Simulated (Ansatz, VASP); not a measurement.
## One calculation of C35N (a cell with a defect) (Graphite 2H), two programs

```xyz
36
Lattice="7.4100 0.0000 0.0000 -3.7050 6.4172 0.0000 0.0000 0.0000 6.7900" Properties=species:S:1:pos:R:3 pbc="T T T"
N     0.0000    0.0000    0.0159
C    -1.2337    2.1314    0.0162
C    -2.4760    4.2831    0.0162
C     2.4627    0.0027    0.0162
C     1.2337    2.1314    0.0162
C     0.0000    4.2782    0.0161
C     4.9473    0.0027    0.0162
C     3.7050    2.1391    0.0162
C     2.4760    4.2831    0.0162
C     0.0000    0.0000    3.4126
C    -1.2351    2.1395    3.4128
C    -2.4697    4.2779    3.4128
C     2.4704   -0.0001    3.4128
C     1.2351    2.1395    3.4128
C     0.0000    4.2782    3.4129
C     4.9396   -0.0001    3.4128
C     3.7050    2.1391    3.4129
C     2.4697    4.2779    3.4128
C     0.0000    1.4172    0.0161
C    -1.2324    3.5666    0.0161
C    -2.4777    5.7087    0.0161
C     2.4714    1.4269    0.0162
C     1.2324    3.5666    0.0161
C     0.0000    5.7012    0.0161
C     4.9386    1.4269    0.0162
C     3.7050    3.5635    0.0162
C     2.4777    5.7087    0.0161
C     1.2353    0.7132    3.4127
C     0.0000    2.8525    3.4128
C    -1.2347    4.9910    3.4128
C     3.7050    0.7133    3.4128
C     2.4703    2.8520    3.4128
C     1.2347    4.9910    3.4128
C     6.1747    0.7132    3.4127
C     4.9397    2.8520    3.4128
C     3.7050    4.9909    3.4127
```

Alike in both runs: functional PBE; k mesh 3 × 3 × 3; occupations fermi-dirac, width 0.01 eV; collinear spin.

Ansatz relaxed the structure, and its values are those at the end. VASP's run is a single point on that final structure, the one shown.

```csv
,VASP,Ansatz
version,VASP 6.6.1,Ansatz 0.2.0
potentials or method,"VASP PAW PBE potentials, release 64 (N, C)","plane-wave PAW, scalar-relativistic"
plane-wave cutoff (eV),520,420
valence electrons in the cell,145,145
```

```csv
,VASP,Ansatz,Ansatz less VASP
pressure (GPa),-1.4,-1.9,-0.42
rms of the force components (eV/Å),0.004,0.002,-0.0020
net moment per atom (μB),0.01,0.01,0.000
```

Ansatz warned: «stress_scf_threshold_loose».
